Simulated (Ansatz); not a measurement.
An input for Ansatz 0.2.0 (Si):

File run.py:

```python
import json

import ase.io
import numpy as np

import ansatz as az

atoms = ase.io.read("Si.cif")
atoms.info.pop("occupancy", None)

calculation = (
    az.Crystal.from_ase(atoms)
    .calculation()
    .kpoints(5, 5, 5)
    .functional("vdW-DF2", dispersion="d3bj")
    .pseudopotentials(kind="paw", source="jth")
    .occupations(method="fermi_dirac", width=0.2)
    .density()
    .potential()
    .output_files(volumetric_format="npy")
    .electron_localization_function()
    .forces()
    .stress()
    .band_table(publish=True)
)
outcome = calculation.run(threads=2, events_out="events.jsonl")

report = outcome.report
for line in open("events.jsonl"):
    event = json.loads(line)
    if event["event"] == "scf_iter":
        d = event["data"]
        print(f"SCF {d['iter']:3d}  HF = {d['harris_foulkes_ev']:.6f} eV  dr2 = {d['dr2_ev']:.2e} eV")
    elif event["event"] in ("relax_step", "md_step"):
        d = event["data"]
        print(f"{event['event']} {d['step']:3d}  E = {d['lagrangian_ev']:.6f} eV")
np.set_printoptions(precision=5, suppress=True, linewidth=110)
print("converged:", report["converged"], "after", report["n_iterations"], "iterations")
print(f"free energy {report['free_energy_ev']:.6f} eV, Fermi level {report['fermi_energy_ev']:.4f} eV")
for key in ("band_edges_ev", "magnetization_mub", "site_moments_mub", "site_moments_nc_mub", "forces_ev_ang",
                "stress_gpa"):
    if report.get(key) is not None:
        print(key, np.array(report[key]), sep="\n")
```

File Si.cif:

```cif
data_Si
_cell_length_a 5.05348563
_cell_length_b 5.05348563
_cell_length_c 5.05348563
_cell_angle_alpha 90.00000000
_cell_angle_beta 90.00000000
_cell_angle_gamma 90.00000000
_space_group_name_H-M_alt 'Fd-3m'
_space_group_name_Hall 'F 4d 2 3 -1d'
_space_group_IT_number 227
loop_
_space_group_symop_operation_xyz
'x,y,z'
'-y+1/4,x+1/4,z+1/4'
'-x,-y+1/2,z+1/2'
'y+3/4,-x+1/4,z+3/4'
'x,-y,-z'
'-y+1/4,-x+3/4,-z+3/4'
'-x,y+1/2,-z+1/2'
'y+3/4,x+3/4,-z+1/4'
'z,x,y'
'z+1/4,-y+1/4,x+1/4'
'z+1/2,-x,-y+1/2'
'z+3/4,y+3/4,-x+1/4'
'-z,x,-y'
'-z+3/4,-y+1/4,-x+3/4'
'-z+1/2,-x,y+1/2'
'-z+1/4,y+3/4,x+3/4'
'y,z,x'
'x+1/4,z+1/4,-y+1/4'
'-y+1/2,z+1/2,-x'
'-x+1/4,z+3/4,y+3/4'
'-y,-z,x'
'-x+3/4,-z+3/4,-y+1/4'
'y+1/2,-z+1/2,-x'
'x+3/4,-z+1/4,y+3/4'
'-x+1/4,-y+1/4,-z+1/4'
'y,-x,-z'
'x+1/4,y+3/4,-z+3/4'
'-y+1/2,x,-z+1/2'
'-x+1/4,y+1/4,z+1/4'
'y,x+1/2,z+1/2'
'x+1/4,-y+3/4,z+3/4'
'-y+1/2,-x+1/2,z'
'-z+1/4,-x+1/4,-y+1/4'
'-z,y,-x'
'-z+3/4,x+1/4,y+3/4'
'-z+1/2,-y+1/2,x'
'z+1/4,-x+1/4,y+1/4'
'z+1/2,y,x+1/2'
'z+3/4,x+1/4,-y+3/4'
'z,-y+1/2,-x+1/2'
'-y+1/4,-z+1/4,-x+1/4'
'-x,-z,y'
'y+3/4,-z+3/4,x+1/4'
'x,-z+1/2,-y+1/2'
'y+1/4,z+1/4,-x+1/4'
'x+1/2,z+1/2,y'
'-y+3/4,z+3/4,x+1/4'
'-x+1/2,z,-y+1/2'
'x,y+1/2,z+1/2'
[... 70 lines left out ...]
'x+1/4,-z+1/4,y+1/4'
'-x+3/4,-y+1/4,-z+3/4'
'y+1/2,-x,-z+1/2'
'x+3/4,y+3/4,-z+1/4'
'-y,x,-z'
'-x+3/4,y+1/4,z+3/4'
'y+1/2,x+1/2,z'
'x+3/4,-y+3/4,z+1/4'
'-y,-x+1/2,z+1/2'
'-z+3/4,-x+1/4,-y+3/4'
'-z+1/2,y,-x+1/2'
'-z+1/4,x+1/4,y+1/4'
'-z,-y+1/2,x+1/2'
'z+3/4,-x+1/4,y+3/4'
'z,y,x'
'z+1/4,x+1/4,-y+1/4'
'z+1/2,-y+1/2,-x'
'-y+3/4,-z+1/4,-x+3/4'
'-x+1/2,-z,y+1/2'
'y+1/4,-z+3/4,x+3/4'
'x+1/2,-z+1/2,-y'
'y+3/4,z+1/4,-x+3/4'
'x,z+1/2,y+1/2'
'-y+1/4,z+3/4,x+3/4'
'-x,z,-y'
'x+1/2,y+1/2,z'
'-y+3/4,x+3/4,z+1/4'
'-x+1/2,-y,z+1/2'
'y+1/4,-x+3/4,z+3/4'
'x+1/2,-y+1/2,-z'
'-y+3/4,-x+1/4,-z+3/4'
'-x+1/2,y,-z+1/2'
'y+1/4,x+1/4,-z+1/4'
'z+1/2,x+1/2,y'
'z+3/4,-y+3/4,x+1/4'
'z,-x+1/2,-y+1/2'
'z+1/4,y+1/4,-x+1/4'
'-z+1/2,x+1/2,-y'
'-z+1/4,-y+3/4,-x+3/4'
'-z,-x+1/2,y+1/2'
'-z+3/4,y+1/4,x+3/4'
'y+1/2,z+1/2,x'
'x+3/4,z+3/4,-y+1/4'
'-y,z,-x'
'-x+3/4,z+1/4,y+3/4'
'-y+1/2,-z+1/2,x'
'-x+1/4,-z+1/4,-y+1/4'
'y,-z,-x'
'x+1/4,-z+3/4,y+3/4'
'-x+3/4,-y+3/4,-z+1/4'
'y+1/2,-x+1/2,-z'
'x+3/4,y+1/4,-z+3/4'
'-y,x+1/2,-z+1/2'
'-x+3/4,y+3/4,z+1/4'
'y+1/2,x,z+1/2'
'x+3/4,-y+1/4,z+3/4'
'-y,-x,z'
'-z+3/4,-x+3/4,-y+1/4'
'-z+1/2,y+1/2,-x'
'-z+1/4,x+3/4,y+3/4'
'-z,-y,x'
'z+3/4,-x+3/4,y+1/4'
'z,y+1/2,x+1/2'
'z+1/4,x+3/4,-y+3/4'
'z+1/2,-y,-x+1/2'
'-y+3/4,-z+3/4,-x+1/4'
'-x+1/2,-z+1/2,y'
'y+1/4,-z+1/4,x+1/4'
'x+1/2,-z,-y+1/2'
'y+3/4,z+3/4,-x+1/4'
'x,z,y'
'-y+1/4,z+1/4,x+1/4'
'-x,z+1/2,-y+1/2'
loop_
_atom_site_label
_atom_site_type_symbol
_atom_site_symmetry_multiplicity
_atom_site_Wyckoff_symbol
_atom_site_fract_x
_atom_site_fract_y
_atom_site_fract_z
_atom_site_occupancy
Si1 Si 8 a 0.5000000000 0.0000000000 0.5000000000 1
```

Potentials or basis: JTH PAW.

The run is started by

```console
$ python run.py
```

What does the program do with it?

The run stopped without a result. It printed:

Output:

```text
Traceback (most recent call last):
  File "run.py", line 15, in <module>
  [frames inside libraries left out]
ansatz.errors.InputError: .functional('vdW-DF2'): not one of lda, pbe, pbesol, rpbe, revpbe, blyp, pbe0, revpbe0, b3lyp, b3lyp5, hse06, wpbeh, hiss, lc_wpbe, cam_b3lyp, hf, r2scan, r2scanh, r2scan0, r2scan50, mr2scan, a composition, a text  [hamiltonian.xc]
```
